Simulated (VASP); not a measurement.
**SiC: work function with PBE**

Sheet: SiC, a sheet with vacuum.

```
Si C
1.0
     3.07567    0.00000    0.00000
    -1.53783    2.66361    0.00000
     0.00000    0.00000   16.00000
Si C
1 1
Direct
  0.33333 0.66667 0.50000
  0.66667 0.33333 0.50000
```

The cell was built by a generator and needn't be a form met in nature.

| Quantity | Value |
| --- | --- |
| Program | VASP 6.6.1 |
| Task | work function |
| Functional | PBE |
| Potentials or basis | VASP PAW PBE potentials, release 64 (Si, C) |
| Cutoff | 520 eV |
| k mesh | 12 × 12 × 1 |
| Occupations | gaussian, width 0.03 eV |
| Spin | no spin polarisation |
| Dipole correction | yes |
| Further INCAR settings | ALGO = Normal; EDIFF = 1e-06 |

The band gap on the k mesh is 2.58 eV, indirect (least direct gap 2.62 eV) and the ionisation potential of the upper face is 5.02 eV.

Levels at points of the mesh, in eV from the valence-band top:
```
           k point  band 1  band 2  band 3  band 4  band 5  band 6  band 7  band 8
(0.00, 0.00, 0.00)  -13.76   -3.82   -1.30   -1.30    3.09    4.78    5.14    6.40
(0.50, 0.00, 0.00)  -10.76   -7.91   -2.84   -0.71    2.58    3.95    8.07    9.18
```

Wall time 7.1 s on 4 MPI ranks on Intel(R) Xeon(R) 6975P-C (Granite Rapids) (shared host), peak memory 0.24 GiB a rank.

As with any semilocal functional, this PBE gap is likely too small.
